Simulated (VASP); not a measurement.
# Zn (Im-3m) in VASP: further runs, part 6 of 7

VASP 6.6.1.

## 96. Equation of state, LDA, 14.99 Å³/atom

File INCAR:

```
PREC = Accurate
ENCUT = 650
EDIFF = 1E-7
ISMEAR = -1
SIGMA = 0.15
LREAL = F
LASPH = T
NELM = 100
ALGO = Normal
ISIF = 2
LWAVE = F
LCHARG = F
ADDGRID = F
```

File KPOINTS:

```
regular mesh
0
Gamma
  11 11 11
```

File POSCAR:

```
Zn
1.0
   -1.5531870578      1.5531870578      1.5531870578
    1.5531870578     -1.5531870578      1.5531870578
    1.5531870578      1.5531870578     -1.5531870578
Zn
1
Direct
    0.0000000000      0.0000000000      0.0000000000
```

Potentials or basis: VASP PAW LDA potentials, release 64 (Zn).

Run with:

```sh
$ cat potpaw_LDA.64/Zn/POTCAR > POTCAR
$ mpirun -np 1 vasp_std > vasp.out
```

Wall time 4.4 s (1 thread of Intel Xeon Platinum 8488C (Sapphire Rapids), shared host); peak memory 0.13 GiB.

These settings aren't checked as converged: the numbers below hold their error.

What came out:

```yaml
Free_energy: -1.7625 eV
Pressure: -6.8 GPa
Band_gap_on_the_k_mesh: none (metal or under the smearing width)
```

## 97. Equation of state, LDA, 15.91 Å³/atom

INCAR is that of step 96.

KPOINTS is that of step 96.

File POSCAR:

```
Zn
1.0
   -1.5845730302      1.5845730302      1.5845730302
    1.5845730302     -1.5845730302      1.5845730302
    1.5845730302      1.5845730302     -1.5845730302
Zn
1
Direct
    0.0000000000      0.0000000000      0.0000000000
```

Run with:

```sh
$ cat potpaw_LDA.64/Zn/POTCAR > POTCAR
$ mpirun -np 1 vasp_std > vasp.out
```

It took 4.5 s on 1 thread of Intel Xeon Platinum 8488C (Sapphire Rapids), shared host; peak memory 0.12 GiB.

The run converged, but some of its settings lie outside the range that counts as converged, so its numbers aren't taken as properties of the crystal.

Results:

* Free energy: -1.7148 eV
* Pressure: -9.5 GPa
* Band gap on the k mesh: none (metal or under the smearing width)

## 98. Equation of state, LDA, 14.99 Å³/atom

INCAR, as its differences from that of step 97:

```diff
@@ -1,3 +1,3 @@
 PREC = Accurate
-ENCUT = 650
+ENCUT = 520
 EDIFF = 1E-7
```

File KPOINTS:

```
regular mesh
0
Gamma
  13 13 13
```

File POSCAR:

```
Zn
1.0
   -1.5531870578      1.5531870578      1.5531870578
    1.5531870578     -1.5531870578      1.5531870578
    1.5531870578      1.5531870578     -1.5531870578
Zn
1
Direct
    0.0000000000      0.0000000000      0.0000000000
```

Run with:

```sh
$ cat potpaw_LDA.64/Zn/POTCAR > POTCAR
$ mpirun -np 1 vasp_std > vasp.out
```

It took 5.6 s on 1 thread of Intel Xeon Platinum 8488C (Sapphire Rapids), shared host; peak memory 0.12 GiB.

These settings aren't checked as converged: the numbers below hold their error.

Results:

| Property | Result |
| --- | --- |
| Free energy | -1.7619 eV |
| Pressure | -6.1 GPa |
| Band gap on the k mesh | none (metal or under the smearing width) |

## 99. Equation of state, LDA, 15.91 Å³/atom

INCAR is that of step 98.

KPOINTS is that of step 98.

File POSCAR:

```
Zn
1.0
   -1.5845730302      1.5845730302      1.5845730302
    1.5845730302     -1.5845730302      1.5845730302
    1.5845730302      1.5845730302     -1.5845730302
Zn
1
Direct
    0.0000000000      0.0000000000      0.0000000000
```

Potentials or basis: VASP PAW LDA potentials, release 64 (Zn).

Run with:

```sh
$ cat potpaw_LDA.64/Zn/POTCAR > POTCAR
$ mpirun -np 1 vasp_std > vasp.out
```

Run time: 5.6 s. Hardware: 1 thread of Intel Xeon Platinum 8488C (Sapphire Rapids), shared host; peak memory 0.12 GiB.

These settings aren't checked as converged: the numbers below hold their error.

What came out:

* Free energy: -1.7177 eV
* Pressure: -9.0 GPa
* Band gap on the k mesh: none (metal or under the smearing width)

## 100. Equation of state, LDA, 14.99 Å³/atom

INCAR, as its differences from that of step 99:

```diff
@@ -1,3 +1,3 @@
 PREC = Accurate
-ENCUT = 520
+ENCUT = 460
 EDIFF = 1E-7
```

File KPOINTS:

```
regular mesh
0
Gamma
  15 15 15
```

File POSCAR:

```
Zn
1.0
   -1.5531870578      1.5531870578      1.5531870578
    1.5531870578     -1.5531870578      1.5531870578
    1.5531870578      1.5531870578     -1.5531870578
Zn
1
Direct
    0.0000000000      0.0000000000      0.0000000000
```

Run with:

```sh
$ cat potpaw_LDA.64/Zn/POTCAR > POTCAR
$ mpirun -np 1 vasp_std > vasp.out
```

Wall time 7.5 s (1 thread of Intel Xeon Platinum 8488C (Sapphire Rapids), shared host); peak memory 0.12 GiB.

These settings aren't checked as converged: the numbers below hold their error.

Results:

```
Free energy            : -1.7598 eV
Pressure               : -6.4 GPa
Band gap on the k mesh : none (metal or under the smearing width)
```

## 101. Equation of state, LDA, 15.91 Å³/atom

INCAR is that of step 100.

KPOINTS is that of step 100.

File POSCAR:

```
Zn
1.0
   -1.5845730302      1.5845730302      1.5845730302
    1.5845730302     -1.5845730302      1.5845730302
    1.5845730302      1.5845730302     -1.5845730302
Zn
1
Direct
    0.0000000000      0.0000000000      0.0000000000
```

Run with:

```sh
$ cat potpaw_LDA.64/Zn/POTCAR > POTCAR
$ mpirun -np 1 vasp_std > vasp.out
```

It took 7.5 s on 1 thread of Intel Xeon Platinum 8488C (Sapphire Rapids), shared host; peak memory 0.12 GiB.

These settings aren't checked as converged: the numbers below hold their error.

Results:

* Free energy: -1.7147 eV
* Pressure: -9.3 GPa
* Band gap on the k mesh: none (metal or under the smearing width)

## 102. Equation of state, LDA, 14.99 Å³/atom

INCAR, as its differences from that of step 101:

```diff
@@ -4,3 +4,3 @@
 ISMEAR = -1
-SIGMA = 0.15
+SIGMA = 0.4
 LREAL = F
```

KPOINTS is that of step 101.

File POSCAR:

```
Zn
1.0
   -1.5531870578      1.5531870578      1.5531870578
    1.5531870578     -1.5531870578      1.5531870578
    1.5531870578      1.5531870578     -1.5531870578
Zn
1
Direct
    0.0000000000      0.0000000000      0.0000000000
```

Potentials or basis: VASP PAW LDA potentials, release 64 (Zn).

Run with:

```sh
$ cat potpaw_LDA.64/Zn/POTCAR > POTCAR
$ mpirun -np 1 vasp_std > vasp.out
```

Wall time 7.4 s (1 thread of Intel Xeon Platinum 8488C (Sapphire Rapids), shared host); peak memory 0.12 GiB.

The run converged, but some of its settings lie outside the range that counts as converged, so its numbers aren't taken as properties of the crystal.

Results:

| Quantity | Value |
| --- | --- |
| Free energy | -1.8311 eV |
| Pressure | -5.8 GPa |
| Band gap on the k mesh | none (metal or under the smearing width) |

## 103. Equation of state, LDA, 15.91 Å³/atom

INCAR is that of step 102.

KPOINTS is that of step 102.

File POSCAR:

```
Zn
1.0
   -1.5845730302      1.5845730302      1.5845730302
    1.5845730302     -1.5845730302      1.5845730302
    1.5845730302      1.5845730302     -1.5845730302
Zn
1
Direct
    0.0000000000      0.0000000000      0.0000000000
```

Run with:

```sh
$ cat potpaw_LDA.64/Zn/POTCAR > POTCAR
$ mpirun -np 1 vasp_std > vasp.out
```

It took 7.4 s on 1 thread of Intel Xeon Platinum 8488C (Sapphire Rapids), shared host; peak memory 0.12 GiB.

These settings aren't checked as converged: the numbers below hold their error.

Results:

```yaml
Free_energy: -1.7891 eV
Pressure: -8.8 GPa
Band_gap_on_the_k_mesh: none (metal or under the smearing width)
```

## 104. Equation of state, LDA, 14.99 Å³/atom

INCAR, as its differences from that of step 103:

```diff
@@ -4,3 +4,3 @@
 ISMEAR = -1
-SIGMA = 0.4
+SIGMA = 0.2
 LREAL = F
```

KPOINTS is that of step 103.

File POSCAR:

```
Zn
1.0
   -1.5531870578      1.5531870578      1.5531870578
    1.5531870578     -1.5531870578      1.5531870578
    1.5531870578      1.5531870578     -1.5531870578
Zn
1
Direct
    0.0000000000      0.0000000000      0.0000000000
```

Run with:

```sh
$ cat potpaw_LDA.64/Zn/POTCAR > POTCAR
$ mpirun -np 1 vasp_std > vasp.out
```

Run time: 7.4 s. Hardware: 1 thread of Intel Xeon Platinum 8488C (Sapphire Rapids), shared host; peak memory 0.12 GiB.

These settings aren't checked as converged: the numbers below hold their error.

What came out:

| Quantity | Value |
| --- | --- |
| Free energy | -1.7691 eV |
| Pressure | -6.3 GPa |
| Band gap on the k mesh | none (metal or under the smearing width) |

## 105. Equation of state, LDA, 15.91 Å³/atom

INCAR is that of step 104.

KPOINTS is that of step 104.

File POSCAR:

```
Zn
1.0
   -1.5845730302      1.5845730302      1.5845730302
    1.5845730302     -1.5845730302      1.5845730302
    1.5845730302      1.5845730302     -1.5845730302
Zn
1
Direct
    0.0000000000      0.0000000000      0.0000000000
```

Potentials or basis: VASP PAW LDA potentials, release 64 (Zn).

Run with:

```sh
$ cat potpaw_LDA.64/Zn/POTCAR > POTCAR
$ mpirun -np 1 vasp_std > vasp.out
```

It took 7.5 s on 1 thread of Intel Xeon Platinum 8488C (Sapphire Rapids), shared host; peak memory 0.12 GiB.

The run converged, but some of its settings lie outside the range that counts as converged, so its numbers aren't taken as properties of the crystal.

What came out:

* Free energy: -1.7244 eV
* Pressure: -9.2 GPa
* Band gap on the k mesh: none (metal or under the smearing width)

## 106. Equation of state, LDA, 14.99 Å³/atom

INCAR, as its differences from that of step 105:

```diff
@@ -4,3 +4,3 @@
 ISMEAR = -1
-SIGMA = 0.2
+SIGMA = 0.1
 LREAL = F
```

KPOINTS is that of step 105.

File POSCAR:

```
Zn
1.0
   -1.5531870578      1.5531870578      1.5531870578
    1.5531870578     -1.5531870578      1.5531870578
    1.5531870578      1.5531870578     -1.5531870578
Zn
1
Direct
    0.0000000000      0.0000000000      0.0000000000
```

Run with:

```sh
$ cat potpaw_LDA.64/Zn/POTCAR > POTCAR
$ mpirun -np 1 vasp_std > vasp.out
```

It took 7.5 s on 1 thread of Intel Xeon Platinum 8488C (Sapphire Rapids), shared host; peak memory 0.12 GiB.

The run converged, but some of its settings lie outside the range that counts as converged, so its numbers aren't taken as properties of the crystal.

Results:

```
Free energy            : -1.7533 eV
Pressure               : -6.5 GPa
Band gap on the k mesh : none (metal or under the smearing width)
```

## 107. Equation of state, LDA, 15.91 Å³/atom

INCAR is that of step 106.

KPOINTS is that of step 106.

File POSCAR:

```
Zn
1.0
   -1.5845730302      1.5845730302      1.5845730302
    1.5845730302     -1.5845730302      1.5845730302
    1.5845730302      1.5845730302     -1.5845730302
Zn
1
Direct
    0.0000000000      0.0000000000      0.0000000000
```

Run with:

```sh
$ cat potpaw_LDA.64/Zn/POTCAR > POTCAR
$ mpirun -np 1 vasp_std > vasp.out
```

Run time: 7.5 s. Hardware: 1 thread of Intel Xeon Platinum 8488C (Sapphire Rapids), shared host; peak memory 0.12 GiB.

These settings aren't checked as converged: the numbers below hold their error.

What came out:

```yaml
Free_energy: -1.7078 eV
Pressure: -9.4 GPa
Band_gap_on_the_k_mesh: none (metal or under the smearing width)
```

## 108. Equation of state, LDA, 14.99 Å³/atom

INCAR, as its differences from that of step 107:

```diff
@@ -4,3 +4,3 @@
 ISMEAR = -1
-SIGMA = 0.1
+SIGMA = 0.05
 LREAL = F
```

KPOINTS is that of step 107.

File POSCAR:

```
Zn
1.0
   -1.5531870578      1.5531870578      1.5531870578
    1.5531870578     -1.5531870578      1.5531870578
    1.5531870578      1.5531870578     -1.5531870578
Zn
1
Direct
    0.0000000000      0.0000000000      0.0000000000
```

Potentials or basis: VASP PAW LDA potentials, release 64 (Zn).

Run with:

```sh
$ cat potpaw_LDA.64/Zn/POTCAR > POTCAR
$ mpirun -np 1 vasp_std > vasp.out
```

It took 7.5 s on 1 thread of Intel Xeon Platinum 8488C (Sapphire Rapids), shared host; peak memory 0.12 GiB.

The run converged, but some of its settings lie outside the range that counts as converged, so its numbers aren't taken as properties of the crystal.

What came out:

```yaml
Free_energy: -1.7497 eV
Pressure: -6.5 GPa
Band_gap_on_the_k_mesh: none (metal or under the smearing width)
```

## 109. Equation of state, LDA, 15.91 Å³/atom

INCAR is that of step 108.

KPOINTS is that of step 108.

File POSCAR:

```
Zn
1.0
   -1.5845730302      1.5845730302      1.5845730302
    1.5845730302     -1.5845730302      1.5845730302
    1.5845730302      1.5845730302     -1.5845730302
Zn
1
Direct
    0.0000000000      0.0000000000      0.0000000000
```

Run with:

```sh
$ cat potpaw_LDA.64/Zn/POTCAR > POTCAR
$ mpirun -np 1 vasp_std > vasp.out
```

It took 7.5 s on 1 thread of Intel Xeon Platinum 8488C (Sapphire Rapids), shared host; peak memory 0.12 GiB.

The run converged, but some of its settings lie outside the range that counts as converged, so its numbers aren't taken as properties of the crystal.

What came out:

* Free energy: -1.7037 eV
* Pressure: -9.4 GPa
* Band gap on the k mesh: none (metal or under the smearing width)

## 110. Equation of state, LDA, 14.99 Å³/atom

INCAR, as its differences from that of step 109:

```diff
@@ -4,3 +4,3 @@
 ISMEAR = -1
-SIGMA = 0.05
+SIGMA = 0.02
 LREAL = F
```

KPOINTS is that of step 109.

File POSCAR:

```
Zn
1.0
   -1.5531870578      1.5531870578      1.5531870578
    1.5531870578     -1.5531870578      1.5531870578
    1.5531870578      1.5531870578     -1.5531870578
Zn
1
Direct
    0.0000000000      0.0000000000      0.0000000000
```

Run with:

```sh
$ cat potpaw_LDA.64/Zn/POTCAR > POTCAR
$ mpirun -np 1 vasp_std > vasp.out
```

It took 7.3 s on 1 thread of Intel Xeon Platinum 8488C (Sapphire Rapids), shared host; peak memory 0.12 GiB.

The run converged, but some of its settings lie outside the range that counts as converged, so its numbers aren't taken as properties of the crystal.

What came out:

```yaml
Free_energy: -1.7488 eV
Pressure: -6.5 GPa
Band_gap_on_the_k_mesh: none (metal or under the smearing width)
```

## 111. Equation of state, LDA, 15.91 Å³/atom

INCAR is that of step 110.

KPOINTS is that of step 110.

File POSCAR:

```
Zn
1.0
   -1.5845730302      1.5845730302      1.5845730302
    1.5845730302     -1.5845730302      1.5845730302
    1.5845730302      1.5845730302     -1.5845730302
Zn
1
Direct
    0.0000000000      0.0000000000      0.0000000000
```

Potentials or basis: VASP PAW LDA potentials, release 64 (Zn).

Run with:

```sh
$ cat potpaw_LDA.64/Zn/POTCAR > POTCAR
$ mpirun -np 1 vasp_std > vasp.out
```

It took 7.6 s on 1 thread of Intel Xeon Platinum 8488C (Sapphire Rapids), shared host; peak memory 0.12 GiB.

These settings aren't checked as converged: the numbers below hold their error.

Results:

```yaml
Free_energy: -1.7024 eV
Pressure: -9.5 GPa
Band_gap_on_the_k_mesh: none (metal or under the smearing width)
```

## 112. Equation of state, LDA, 14.99 Å³/atom

INCAR, as its differences from that of step 111:

```diff
@@ -3,4 +3,4 @@
 EDIFF = 1E-7
-ISMEAR = -1
-SIGMA = 0.02
+ISMEAR = -5
+SIGMA = 0.15
 LREAL = F
```

KPOINTS is that of step 111.

File POSCAR:

```
Zn
1.0
   -1.5531870578      1.5531870578      1.5531870578
    1.5531870578     -1.5531870578      1.5531870578
    1.5531870578      1.5531870578     -1.5531870578
Zn
1
Direct
    0.0000000000      0.0000000000      0.0000000000
```

Run with:

```sh
$ cat potpaw_LDA.64/Zn/POTCAR > POTCAR
$ mpirun -np 1 vasp_std > vasp.out
```

Wall time 10 s (1 thread of Intel Xeon Platinum 8488C (Sapphire Rapids), shared host); peak memory 0.13 GiB.

The run converged, but some of its settings lie outside the range that counts as converged, so its numbers aren't taken as properties of the crystal.

What came out:

```
Free energy            : -1.7492 eV
Pressure               : -7.5 GPa
Band gap on the k mesh : none (metal or under the smearing width)
```

Caveat: tetrahedron occupations give inexact forces and stress in metals.

## 113. Equation of state, LDA, 15.91 Å³/atom

INCAR is that of step 112.

KPOINTS is that of step 112.

File POSCAR:

```
Zn
1.0
   -1.5845730302      1.5845730302      1.5845730302
    1.5845730302     -1.5845730302      1.5845730302
    1.5845730302      1.5845730302     -1.5845730302
Zn
1
Direct
    0.0000000000      0.0000000000      0.0000000000
```

Run with:

```sh
$ cat potpaw_LDA.64/Zn/POTCAR > POTCAR
$ mpirun -np 1 vasp_std > vasp.out
```

Run time: 10 s. Hardware: 1 thread of Intel Xeon Platinum 8488C (Sapphire Rapids), shared host; peak memory 0.13 GiB.

These settings aren't checked as converged: the numbers below hold their error.

Results:

```
Free energy            : -1.7022 eV
Pressure               : -10.3 GPa
Band gap on the k mesh : none (metal or under the smearing width)
```

Caveat: tetrahedron occupations give inexact forces and stress in metals.

## 114. Equation of state, LDA, 14.99 Å³/atom

INCAR, as its differences from that of step 113:

```diff
@@ -3,3 +3,3 @@
 EDIFF = 1E-7
-ISMEAR = -5
+ISMEAR = 0
 SIGMA = 0.15
```

KPOINTS is that of step 113.

File POSCAR:

```
Zn
1.0
   -1.5531870578      1.5531870578      1.5531870578
    1.5531870578     -1.5531870578      1.5531870578
    1.5531870578      1.5531870578     -1.5531870578
Zn
1
Direct
    0.0000000000      0.0000000000      0.0000000000
```

Potentials or basis: VASP PAW LDA potentials, release 64 (Zn).

Run with:

```sh
$ cat potpaw_LDA.64/Zn/POTCAR > POTCAR
$ mpirun -np 1 vasp_std > vasp.out
```

Run time: 7.5 s. Hardware: 1 thread of Intel Xeon Platinum 8488C (Sapphire Rapids), shared host; peak memory 0.12 GiB.

These settings aren't checked as converged: the numbers below hold their error.

What came out:

```yaml
Free_energy: -1.7501 eV
Pressure: -6.5 GPa
Band_gap_on_the_k_mesh: none (metal or under the smearing width)
```

## 115. Equation of state, LDA, 15.91 Å³/atom

INCAR is that of step 114.

KPOINTS is that of step 114.

File POSCAR:

```
Zn
1.0
   -1.5845730302      1.5845730302      1.5845730302
    1.5845730302     -1.5845730302      1.5845730302
    1.5845730302      1.5845730302     -1.5845730302
Zn
1
Direct
    0.0000000000      0.0000000000      0.0000000000
```

Run with:

```sh
$ cat potpaw_LDA.64/Zn/POTCAR > POTCAR
$ mpirun -np 1 vasp_std > vasp.out
```

It took 7.5 s on 1 thread of Intel Xeon Platinum 8488C (Sapphire Rapids), shared host; peak memory 0.12 GiB.

The run converged, but some of its settings lie outside the range that counts as converged, so its numbers aren't taken as properties of the crystal.

Results:

* Free energy: -1.7042 eV
* Pressure: -9.4 GPa
* Band gap on the k mesh: none (metal or under the smearing width)

## 116. Equation of state, LDA, 14.99 Å³/atom

INCAR, as its differences from that of step 115:

```diff
@@ -3,3 +3,3 @@
 EDIFF = 1E-7
-ISMEAR = 0
+ISMEAR = 1
 SIGMA = 0.15
```

KPOINTS is that of step 115.

File POSCAR:

```
Zn
1.0
   -1.5531870578      1.5531870578      1.5531870578
    1.5531870578     -1.5531870578      1.5531870578
    1.5531870578      1.5531870578     -1.5531870578
Zn
1
Direct
    0.0000000000      0.0000000000      0.0000000000
```

Run with:

```sh
$ cat potpaw_LDA.64/Zn/POTCAR > POTCAR
$ mpirun -np 1 vasp_std > vasp.out
```

Wall time 8 s (1 thread of Intel Xeon Platinum 8488C (Sapphire Rapids), shared host); peak memory 0.12 GiB.

The run converged, but some of its settings lie outside the range that counts as converged, so its numbers aren't taken as properties of the crystal.

What came out:

```
Free energy            : -1.7486 eV
Pressure               : -6.5 GPa
Band gap on the k mesh : none (metal or under the smearing width)
```

## 117. Equation of state, LDA, 15.91 Å³/atom

INCAR is that of step 116.

KPOINTS is that of step 116.

File POSCAR:

```
Zn
1.0
   -1.5845730302      1.5845730302      1.5845730302
    1.5845730302     -1.5845730302      1.5845730302
    1.5845730302      1.5845730302     -1.5845730302
Zn
1
Direct
    0.0000000000      0.0000000000      0.0000000000
```

Potentials or basis: VASP PAW LDA potentials, release 64 (Zn).

Run with:

```sh
$ cat potpaw_LDA.64/Zn/POTCAR > POTCAR
$ mpirun -np 1 vasp_std > vasp.out
```

It took 7.5 s on 1 thread of Intel Xeon Platinum 8488C (Sapphire Rapids), shared host; peak memory 0.12 GiB.

These settings aren't checked as converged: the numbers below hold their error.

Results:

| Item | Value |
| --- | --- |
| Free energy | -1.7024 eV |
| Pressure | -9.5 GPa |
| Band gap on the k mesh | none (metal or under the smearing width) |

(Continued in part 7 of 7.)
